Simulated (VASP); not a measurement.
A run of VASP 6.6.1:

The input POSCAR:

```
BaTiO3                                  
1.0
    3.9965374438      0.0000000000      0.0000000000
    0.0000000000      3.9965374438      0.0000000000
    0.0000000000      0.0000000000      4.2194901027
  Ba              Ti              O             
     1     1     3
Direct
     0.5000000000000000    0.5000000000000000    0.5897714823185041
     0.0000000000000000    0.0000000000000000    0.1086709239354562
     0.0000000000000000    0.5000000000000000    0.0612164646736844
     0.5000000000000000    0.0000000000000000    0.0612164646736844
     0.0000000000000000    0.0000000000000000    0.5391216543986843
```

The input INCAR.step1:

```
SYSTEM = BaTiO3
  PREC = Accurate
  ENCUT = 450
  EDIFF = 1E-6
  ISMEAR = 0
  SIGMA = 0.02
  LREAL = .FALSE.
  LASPH = .TRUE.
  NELM = 120
  ALGO = Normal
  ISIF = 2
  LWAVE = .FALSE.
  LCHARG = .TRUE.
  LMAXMIX = 4
  GGA = CA
  NBANDS = 28
  KPAR = 4
```

The input KPOINTS.step1:

```
regular mesh
0
G
  8 8 8
  0 0 0
```

The input INCAR.step2:

```
SYSTEM = BaTiO3
  PREC = Accurate
  ENCUT = 450
  EDIFF = 1E-6
  ISMEAR = 0
  SIGMA = 0.05
  LREAL = .FALSE.
  LASPH = .TRUE.
  NELM = 120
  ALGO = Normal
  ISIF = 2
  LWAVE = .FALSE.
  LCHARG = .FALSE.
  LMAXMIX = 4
  GGA = CA
  NBANDS = 28
  KPAR = 4
  ICHARG = 11
```

File KPOINTS.step2:

```
path GXMGZRAZ,XR,MA
20
line-mode
reciprocal
 0.0000000000  0.0000000000  0.0000000000  G
 0.0000000000  0.5000000000  0.0000000000  X

 0.0000000000  0.5000000000  0.0000000000  X
 0.5000000000  0.5000000000  0.0000000000  M

 0.5000000000  0.5000000000  0.0000000000  M
 0.0000000000  0.0000000000  0.0000000000  G

 0.0000000000  0.0000000000  0.0000000000  G
 0.0000000000  0.0000000000  0.5000000000  Z

 0.0000000000  0.0000000000  0.5000000000  Z
 0.0000000000  0.5000000000  0.5000000000  R

 0.0000000000  0.5000000000  0.5000000000  R
 0.5000000000  0.5000000000  0.5000000000  A

 0.5000000000  0.5000000000  0.5000000000  A
 0.0000000000  0.0000000000  0.5000000000  Z

 0.0000000000  0.5000000000  0.0000000000  X
 0.0000000000  0.5000000000  0.5000000000  R

 0.5000000000  0.5000000000  0.0000000000  M
 0.5000000000  0.5000000000  0.5000000000  A
```

Potentials or basis: VASP PAW LDA potentials, release 64 (Ba_sv, Ti_sv, O).

Command:

```sh
$ cat potpaw_LDA.64/Ba_sv/POTCAR potpaw_LDA.64/Ti_sv/POTCAR potpaw_LDA.64/O/POTCAR > POTCAR
$ cp INCAR.step1 INCAR
$ cp KPOINTS.step1 KPOINTS
$ mpirun -np 4 vasp_std > vasp.out
$ cp INCAR.step2 INCAR
$ cp KPOINTS.step2 KPOINTS
$ mpirun -np 4 vasp_std > vasp.out
```

Hardware: 4 MPI ranks on Intel(R) Xeon(R) Platinum 8488C (Sapphire Rapids) (shared host).

Task: Estimate the wall time of this run.

Result: Wall time 48 s on 4 MPI ranks on Intel(R) Xeon(R) Platinum 8488C (Sapphire Rapids) (shared host), peak memory 0.33 GiB a rank. Counts: scf iterations 8, k points 180.
